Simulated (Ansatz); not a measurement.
## Cu₂O: enthalpy against pressure

Cu₂O, Pn-3m, a = 4.298 Å. Ansatz: PBE, PAW, 420 eV, Γ-centred 8×8×8 mesh on 6 atoms, Gaussian smearing 0.02 eV; no spin polarisation. Cell and atoms are relaxed at each pressure, and no other structure is tried, so the rows at high pressure may lie past a change of phase. y is the enthalpy over the state at zero pressure; there V0 = 13.235 Å³/atom. The pressures are the targets, met within 0.07 GPa.

```tsv
P (GPa)	y (eV/atom)
-1.0	-0.0830
0.0	0.0000
1.0	0.0823
4.0	0.3249
12.0	0.9465
25.0	1.8964
50.0	?
90.0	6.0219
```

Task: Fit y = c1 P + c2 P² + c3 P³ to the other rows, say what c1 and c2 mean, and predict the missing value.

Result: Least squares on the rows shown. y = 0.082151 P − 0.00028383 P² + 1.2721×10⁻⁶ P³. Since dH/dP = V, c1 is V0: 0.082151 eV/GPa × 160.2 = 13.161 Å³ against 13.235; c2 = −V0/(2B0) gives B0 = 145 GPa, where a Birch–Murnaghan fit to the volumes of the same runs (not shown) gives 112 GPa: a cubic over this range folds the higher terms into c2. Above P = −c2/(3 c3) = 74 GPa the cubic's slope, the volume, would rise with pressure, so the form fails there. At P = 50.0 the fit asked for gives 3.5570 eV/atom. The run gave 3.5801 eV/atom, so the fit is 0.0231 eV/atom too low, 0.38 % of the span of the series, against an rms of 0.0005 eV/atom on the fitted rows. With a term in P⁴ added, a fit to the same known rows predicts 3.6000 eV/atom, which misses by about as much or more on the other side: the known rows don't fix the higher terms.

The mesh isn't the same in all rows (8×8×8, 10×10×10).